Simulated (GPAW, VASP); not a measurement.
This is a calculation of ZrC for VASP 6.6.1. 

The input INCAR:

```
ALGO = Normal
EDIFF = 1E-6
ENCUT = 550
GGA = PS
ISIF = 2
ISMEAR = 0
LASPH = True
LCHARG = True
LELF = True
LREAL = False
LVHAR = True
LWAVE = False
NBANDS = 15
NELM = 80
PREC = Accurate
SIGMA = 0.1
```

File KPOINTS:

```
k-points
0
Gamma
  10 10 10
```

The input POSCAR:

```
ZrC
1.0
    0.0000000000      2.3650000000      2.3650000000
    2.3650000000      0.0000000000      2.3650000000
    2.3650000000      2.3650000000      0.0000000000
Zr C
1 1
Cartesian
    2.3650000000      2.3650000000      2.3650000000
    0.0000000000      0.0000000000      0.0000000000
```

Potentials or basis: VASP PAW PBE potentials, release 64 (Zr_sv_GW, C_GW).

Launch:

```sh
$ cat potpaw_PBE.64/Zr_sv_GW/POTCAR potpaw_PBE.64/C_GW/POTCAR > POTCAR
$ mpirun -np 1 vasp_std > vasp.out
```

Q: Set up the same calculation for GPAW 26.7.0 (ASE script). Potentials or basis there: PAW data sets generated for this functional, cutoff 800 eV.

A: As run (cutoffs and basis follow the program's own potentials, and thresholds, step limits or extra output files can differ):

run.py

```python
from ase import Atoms
from ase.dft.bandgap import bandgap
from ase.io import write
from ase.units import Bohr, GPa
from gpaw import GPAW, PW, setup_paths
from gpaw.elf import elf_from_dft_calculation

setup_paths.insert(0, '.')

atoms = Atoms(['Zr', 'C'],
              cell=[[0.0, 2.365, 2.365],
                    [2.365, 0.0, 2.365],
                    [2.365, 2.365, 0.0]],
              scaled_positions=[[0.5, 0.5, 0.5],
                                [0.0, 0.0, 0.0]],
              pbc=True)

calc = GPAW(mode=PW(800),
            xc='PBEsol',
            kpts={'size': (10, 10, 10), 'gamma': True},
            occupations={'name': 'methfessel-paxton', 'order': 0, 'width': 0.1},
            nbands=18,
            convergence={'density': 1e-05, 'energy': 1e-05},
            maxiter=150,
            txt='gpaw.txt')
atoms.calc = calc
energy = atoms.get_potential_energy()
forces = atoms.get_forces()
stress = atoms.get_stress()
calc.write('gs.gpw')
write('result.traj', atoms)
print(f'Energy: {energy:.6f} eV')
print('Forces (eV/A):')
print(forces.round(4))
print('Stress (GPa):', (stress / GPa).round(3))
print('Fermi level:', round(calc.get_fermi_level(), 4), 'eV')
print(f'Gap: {bandgap(calc)[0]:.4f} eV, direct: {bandgap(calc, direct=True)[0]:.4f} eV')

# fields on the real-space grid
write('density.cube', atoms, data=calc.get_pseudo_density() * Bohr**3)
write('potential.cube', atoms, data=calc.get_electrostatic_potential())
write('elf.cube', atoms, data=elf_from_dft_calculation(calc).data)
```

Potentials or basis: PAW data sets generated in the run's folder for this functional, pw.

Run with:

```sh
$ gpaw-setup -f PBEsol C Zr
$ OMP_NUM_THREADS=1 python run.py
```

Both were run:

|  | VASP | GPAW |
| --- | --- | --- |
| Pressure | -8.9 GPa | -9.3 GPa |

VASP's potentials were made for PBE.

Pressure is positive in compression.
